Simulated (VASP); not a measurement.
# Cs (I4_1/amd) in VASP: reference runs

Aim: a first look at Cs with PBE, on the cell as given.

Program: VASP 6.6.1. These are calculated values, not measurements. Logs are shortened: lines on timing, memory, paths and dates and some standing lists are left out, and cuts for length are marked.

## (1) The crystal as given

Symmetry: I4_1/amd, No. 141, tetragonal system. Conventional cell: a = 5.108 Å, b = 5.108 Å, c = 19.192 Å, α = 90.00°, β = 90.00°, γ = 90.00°.

This isn't the form of Cs at room conditions, which is bcc.

## (2) Single point, PBE

The input, INCAR:

```
SYSTEM = Cs
PREC = Accurate ; ENCUT = 520
EDIFF = 1E-7 ; ISMEAR = -1
SIGMA = 0.05 ; LREAL = .False.
LASPH = .True. ; NELM = 100
ALGO = Normal ; ISIF = 2
LWAVE = .False. ; LCHARG = .False.
GGA = PE ; NBANDS = 16
```

The input, KPOINTS:

```
Automatic mesh
0
Gamma
  7 7 7
  0 0 0
```

The input, POSCAR:

```
Cs
1.0
   -2.5538463026      2.5538463026      9.5960667852
    2.5538463026     -2.5538463026      9.5960667852
    2.5538463026      2.5538463026     -9.5960667852
Cs
2
Direct
    0.5000000000      0.5000000000      0.0000000000
    0.2500000000      0.7500000000      0.5000000000
```

Potentials or basis: VASP PAW PBE potentials, release 64 (Cs_sv).

Started as:

```sh
$ cat potpaw_PBE.64/Cs_sv/POTCAR > POTCAR
$ mpirun -np 1 vasp_std > vasp.out
```

OUTCAR:

```text
SYSTEM = Cs
   PREC = Accurate
   ENCUT = 520
   EDIFF = 1E-7
   ISMEAR = -1
   LREAL = .False.
   LASPH = .True.
   NELM = 100
   ISIF = 2
   GGA = PE

 ion  position               nearest neighbor table
   1  0.500  0.500  0.000-
   2  0.250  0.750  0.500-

  LATTYP: Found a body centered tetragonal cell.
 ALAT       =     5.1076926052
 C/A-ratio  =     3.7574958115

  Lattice vectors:

 A1 = (  -2.5538463026,   2.5538463026,   9.5960667852)
 A2 = (   2.5538463026,  -2.5538463026,   9.5960667852)
 A3 = (   2.5538463026,   2.5538463026,  -9.5960667852)

Analysis of symmetry for initial positions (statically):
=====================================================================
 Subroutine PRICEL returns:
 Original cell was already a primitive cell.

 Routine SETGRP: Setting up the symmetry group for a
 body centered tetragonal supercell.

 Subroutine GETGRP returns: Found 16 space group operations
 (whereof  8 operations were pure point group operations)
 out of a pool of 16 trial point group operations.

The static configuration has the point symmetry D_2d.
 The point group associated with its full space group is D_4h.

Analysis of symmetry for dynamics (positions and initial velocities):
=====================================================================
 Subroutine PRICEL returns:
 Original cell was already a primitive cell.

 Routine SETGRP: Setting up the symmetry group for a
 body centered tetragonal supercell.

 Subroutine GETGRP returns: Found 16 space group operations
 (whereof  8 operations were pure point group operations)
 out of a pool of 16 trial point group operations.

The dynamic configuration has the point symmetry D_2d.
 The point group associated with its full space group is D_4h.

 Subroutine INISYM returns: Found 16 space group operations
 (whereof  8 operations are pure point group operations),
 and found     1 'primitive' translations

----------------------------------------------------------------------------------------

                                     Primitive cell

  volume of cell :     250.3472

  direct lattice vectors                    reciprocal lattice vectors
    -2.553846303  2.553846303  9.596066785     0.000000000  0.195783121  0.052104681
     2.553846303 -2.553846303  9.596066785     0.195783121  0.000000000  0.052104681
     2.553846303  2.553846303 -9.596066785     0.195783121  0.195783121  0.000000000

  length of vectors
    10.253231667 10.253231667 10.253231667     0.202597947  0.202597947  0.276879145

  position of ions in fractional coordinates (direct lattice)
     0.500000000  0.500000000  0.000000000
     0.250000000  0.750000000  0.500000000

  ion indices of the primitive-cell ions
   primitive index   ion index
                 1           1
                 2           2

----------------------------------------------------------------------------------------

 KPOINTS: Automatic mesh

Automatic generation of k-mesh.
 Grid dimensions read from file:
 generate k-points for:    7    7    7

 Generating k-lattice:

  Cartesian coordinates                     Fractional coordinates (reciprocal lattice)
     0.000000000  0.027969017  0.007443526     0.142857143  0.000000000  0.000000000
     0.027969017  0.000000000  0.007443526     0.000000000  0.142857143  0.000000000
     0.027969017  0.027969017  0.000000000     0.000000000  0.000000000  0.142857143

  Length of vectors
     0.028942564  0.028942564  0.039554164

  Shift w.r.t. Gamma in fractional coordinates (k-lattice)
     0.000000000  0.000000000  0.000000000

 Subroutine IBZKPT returns following result:
 ===========================================

 Found     40 irreducible k-points:

 Following reciprocal coordinates:
            Coordinates               Weight
  0.000000  0.000000  0.000000      1.000000
  0.142857  0.000000  0.000000      8.000000
  0.285714 -0.000000  0.000000      8.000000
  0.428571 -0.000000  0.000000      8.000000
  0.142857  0.142857  0.000000      8.000000
  0.285714  0.142857  0.000000     16.000000
[... 16 lines left out ...]
 -0.142857  0.285714  0.142857      8.000000
 -0.428571  0.428571  0.142857      8.000000
 [... further k-points ...]
   k-points           NKPTS =     40   k-points in BZ     NKDIM =     40   number of bands    NBANDS=     16
   number of dos      NEDOS =    301   number of ions     NIONS =      2
   total plane-waves  NPLWV = 512000
   dimension x,y,z NGX =    80 NGY =   80 NGZ =   80
   dimension x,y,z NGXF=   160 NGYF=  160 NGZF=  160
   ions per type =               2
   NGX,Y,Z   is equivalent  to a cutoff of  12.97, 12.97, 12.97 a.u.
   NGXF,Y,Z  is equivalent  to a cutoff of  25.94, 25.94, 25.94 a.u.
 SYSTEM =  Cs
   PREC   = accura    normal or accurate (medium, high low for compatibility)
   ISTART =      0    job   : 0-new  1-cont  2-samecut
   ICHARG =      2    charge: 1-file 2-atom 10-const
   ISPIN  =      1    spin polarized calculation?
   LNONCOLLINEAR =      F non collinear calculations
   LSORBIT =      F    spin-orbit coupling
   LASPH  =      T    aspherical Exc in radial PAW
   ENCUT  =  520.0 eV  38.22 Ry    6.18 a.u.  19.06 19.06 19.06*2*pi/ulx,y,z
   NELM   =    100;   NELMIN=  2; NELMDL= -5     # of ELM steps
   EDIFF  = 0.1E-06   stopping-criterion for ELM
   LREAL  =      F    real-space projection
   EDIFFG = 0.1E-05   stopping-criterion for IOM
   NSW    =      0    number of steps for IOM
   IBRION =     -1    ionic relax: 0-MD 1-quasi-New 2-CG
   NFREE  =      0    steps in history (QN), initial steepest desc. (CG)
   ISIF   =      2    stress and relaxation
   ISYM   =      2    0-nonsym 1-usesym 2-fastsym
   POTIM  = 0.5000    time-step for ionic-motion
   TEBEG  =    0.0;   TEEND  =   0.0 temperature during run
   PSTRESS=    0.0 pullay stress
   NELECT =      18.0000    total number of electrons
   NUPDOWN=      -1.0000    fix difference up-down
   EMIN   =  10.00;   EMAX   =-10.00  energy-range for DOS
   EFERMI =   0.00;   METHOD = LEGACY
   ISMEAR =    -1;   SIGMA  =   0.05  broadening in eV -4-tet -1-fermi 0-gaus
   EFERMI_NEDOS =   21; number of points for ismear=-14 and -15
   IALGO  =     38    algorithm
   IMIX   =      4    mixing-type and parameters
     AMIX     =   0.40;   BMIX     =  1.00
     AMIX_MAG =   1.60;   BMIX_MAG =  1.00
  volume/ion in A,a.u.               =     125.17       844.71
  Fermi-wavevector in a.u.,A,eV,Ry     =   0.680745  1.286422  6.305135  0.463414
  Thomas-Fermi vector in A             =   1.759326
   LORBIT       =      0    0 simple, 1 ext, 2 COOP (PROOUT), +10 PAW based schemes
   GGA     = PE    functional components
   LHFCALC =     F    Hartree Fock is set to
   AEXX    =    0.0000 exact exchange contribution
   IVDW    =     0    specifies the selected vdW correction
   LEPSILON=     F    determine dielectric tensor
   LRPA    =     F    only Hartree local field effects (RPA)
 non-spin polarized calculation
  energy-cutoff  :      520.00
  volume of cell :      250.35
 maximum number of plane-waves:      6804
 NGX is ok and might be reduce to    80
   NGX = 39   NGY = 39   NGZ = 39

 number of electron      18.0000001 magnetization

 Free energy of the ion-electron system (eV)
  ---------------------------------------------------
  ext. energy  EPLUGINS =         0.00000000
  ---------------------------------------------------
  free energy    TOTEN  =        -1.60258370 eV

  energy without entropy =       -1.58506397  energy(sigma->0) =       -1.59382383

 E-fermi :   0.2681     XC(G=0):  -5.1901

 val. band max:        0.2669828133   @ k =   0.1429   0.0000   0.0000
 cond. band min:       0.2741695164   @ k =   0.1429   0.1429   0.0000
 fundamental gap:      0.0071867030
 Fermi energy:         0.2681327855

 k-point     1 :       0.0000    0.0000    0.0000
  band No.  band energies     occupation
      1     -23.7180      2.00000
      2     -23.7138      2.00000
      3     -10.5767      2.00000
      4     -10.4640      2.00000
      5     -10.4621      2.00000
      6     -10.4621      2.00000
[... 8 lines left out ...]
     15       3.4381      0.00000
     16       3.4381      0.00000

 k-point     2 :       0.1429    0.0000    0.0000
  band No.  band energies     occupation
      1     -23.7169      2.00000
      2     -23.7130      2.00000
      3     -10.5702      2.00000
      4     -10.4896      2.00000
      5     -10.4826      2.00000
      6     -10.4638      2.00000
[... 8 lines left out ...]
     15       2.9638      0.00000
     16       3.3860      0.00000

 k-point     3 :       0.2857   -0.0000    0.0000
  band No.  band energies     occupation
      1     -23.7144      2.00000
      2     -23.7113      2.00000
      3     -10.5606      2.00000
      4     -10.5469      2.00000
      5     -10.5315      2.00000
      6     -10.4688      2.00000
[... 8 lines left out ...]
     15       2.6957      0.00000
     16       3.3207      0.00000

 k-point     4 :       0.4286   -0.0000    0.0000
  band No.  band energies     occupation
      1     -23.7122      2.00000
      2     -23.7100      2.00000
      3     -10.5935      2.00000
      4     -10.5876      2.00000
      5     -10.5306      2.00000
      6     -10.4755      2.00000
[... 8 lines left out ...]
     15       2.7383      0.00000
     16       3.1394      0.00000

 k-point     5 :       0.1429    0.1429    0.0000
  band No.  band energies     occupation
      1     -23.7157      2.00000
      2     -23.7123      2.00000
      3     -10.5617      2.00000
      4     -10.4911      2.00000
      5     -10.4870      2.00000
      6     -10.4802      2.00000
[... 8 lines left out ...]
     15       2.7980      0.00000
     16       2.9189      0.00000

 k-point     6 :       0.2857    0.1429    0.0000
  band No.  band energies     occupation
      1     -23.7132      2.00000
      2     -23.7106      2.00000
      3     -10.5529      2.00000
      4     -10.5461      2.00000
      5     -10.5256      2.00000
      6     -10.4860      2.00000
[... 8 lines left out ...]
     15       2.6960      0.00000
     16       2.8421      0.00000

 k-point     7 :       0.4286    0.1429    0.0000
  band No.  band energies     occupation
      1     -23.7111      2.00000
      2     -23.7093      2.00000
      3     -10.5906      2.00000
      4     -10.5841      2.00000
      5     -10.5241      2.00000
      6     -10.4850      2.00000
[... 8 lines left out ...]
     15       2.5819      0.00000
     16       3.0428      0.00000

 k-point     8 :      -0.4286    0.1429   -0.0000
  band No.  band energies     occupation
      1     -23.7113      2.00000
      2     -23.7091      2.00000
      3     -10.5903      2.00000
      4     -10.5843      2.00000
      5     -10.5288      2.00000
      6     -10.4825      2.00000
[... 8 lines left out ...]
     15       2.5328      0.00000
     16       3.0572      0.00000

 k-point     9 :      -0.2857    0.1429    0.0000
  band No.  band energies     occupation
      1     -23.7135      2.00000
      2     -23.7103      2.00000
      3     -10.5588      2.00000
      4     -10.5421      2.00000
      5     -10.5310      2.00000
      6     -10.4833      2.00000
[... 8 lines left out ...]
     15       2.6227      0.00000
     16       2.9473      0.00000
[... 172 lines left out ...]
 k-point    19 :      -0.1429    0.1429    0.1429
  band No.  band energies     occupation
      1     -23.7145      2.00000
      2     -23.7111      2.00000
      3     -10.5641      2.00000
      4     -10.5435      2.00000
      5     -10.5353      2.00000
      6     -10.4646      2.00000
[... 8 lines left out ...]
     15       2.6984      0.00000
     16       3.3091      0.00000

 k-point    20 :       0.2857    0.2857    0.1429
  band No.  band energies     occupation
      1     -23.7067      2.00000
      2     -23.7061      2.00000
      3     -10.5784      2.00000
      4     -10.5763      2.00000
      5     -10.5724      2.00000
      6     -10.5699      2.00000
[... 8 lines left out ...]
     15       2.3793      0.00000
     16       2.5281      0.00000

 k-point    21 :       0.4286    0.2857    0.1429
  band No.  band energies     occupation
      1     -23.7068      2.00000
      2     -23.7060      2.00000
      3     -10.5773      2.00000
      4     -10.5768      2.00000
      5     -10.5718      2.00000
      6     -10.5710      2.00000
[... 8 lines left out ...]
     15       2.4631      0.00000
     16       2.5224      0.00000

 k-point    22 :      -0.2857    0.2857    0.1429
  band No.  band energies     occupation
      1     -23.7114      2.00000
      2     -23.7090      2.00000
      3     -10.5911      2.00000
      4     -10.5832      2.00000
      5     -10.5309      2.00000
      6     -10.4817      2.00000
[... 8 lines left out ...]
     15       2.4876      0.00000
     16       3.0491      0.00000

 k-point    23 :      -0.1429    0.2857    0.1429
  band No.  band energies     occupation
      1     -23.7124      2.00000
      2     -23.7098      2.00000
      3     -10.5945      2.00000
      4     -10.5862      2.00000
      5     -10.5345      2.00000
      6     -10.4717      2.00000
[... 8 lines left out ...]
     15       2.7099      0.00000
     16       3.1180      0.00000

 k-point    24 :      -0.4286    0.4286    0.1429
  band No.  band energies     occupation
      1     -23.7085      2.00000
      2     -23.7077      2.00000
      3     -10.5842      2.00000
      4     -10.5763      2.00000
      5     -10.5349      2.00000
      6     -10.5308      2.00000
[... 8 lines left out ...]
     15       2.5129      0.00000
     16       2.6344      0.00000

 [... further k-points ...]
[... 5 lines left out ...]
  --------------------------------------------------------------------------------------
  -------------------------------------------------------------------------------------
  Total        0.0202994      0.0202994     -0.1745307      0.0000000     -0.0000000      0.0000000
  in kB        0.1299128      0.1299128     -1.1169650      0.0000000     -0.0000000      0.0000000
  external PRESSURE =      -0.2857131 kB  Pullay stress =       0.0000000 kB

 VOLUME and BASIS-vectors are now :
 -----------------------------------------------------------------------------
  energy-cutoff  :      520.00
  volume of cell :      250.35
      direct lattice vectors                 reciprocal lattice vectors
    -2.553846303  2.553846303  9.596066785     0.000000000  0.195783121  0.052104681
     2.553846303 -2.553846303  9.596066785     0.195783121  0.000000000  0.052104681
     2.553846303  2.553846303 -9.596066785     0.195783121  0.195783121  0.000000000

 POSITION                                       TOTAL-FORCE (eV/Angst)
 -----------------------------------------------------------------------------------
      0.00000      0.00000      9.59607        -0.000000     -0.000000     -0.000000
      2.55385      0.00000      4.79803         0.000000      0.000000      0.000000
 -----------------------------------------------------------------------------------
    total drift:                                0.000000     -0.000000      0.000000

  FREE ENERGIE OF THE ION-ELECTRON SYSTEM (eV)
  ---------------------------------------------------
  free  energy   TOTEN  =        -1.6025836980 eV

  energy  without entropy=       -1.5850639660  energy(sigma->0) =       -1.59382383
```

Wall time 5.8 min (1 thread of AMD EPYC 9R45 (Zen 5), shared host); peak memory 0.87 GiB.

What came out:

```yaml
Free_energy: -1.6026 eV
Pressure: 0.0 GPa
Band_gap_on_the_k_mesh: none (metal or under the smearing width)
```

Levels at points of the mesh, in eV from the Fermi level:
```
           k point  band 7  band 8  band 9  band 10  band 11  band 12
(0.00, 0.00, 0.00)  -10.73  -10.73   -1.59    -0.11     0.54     1.57
```
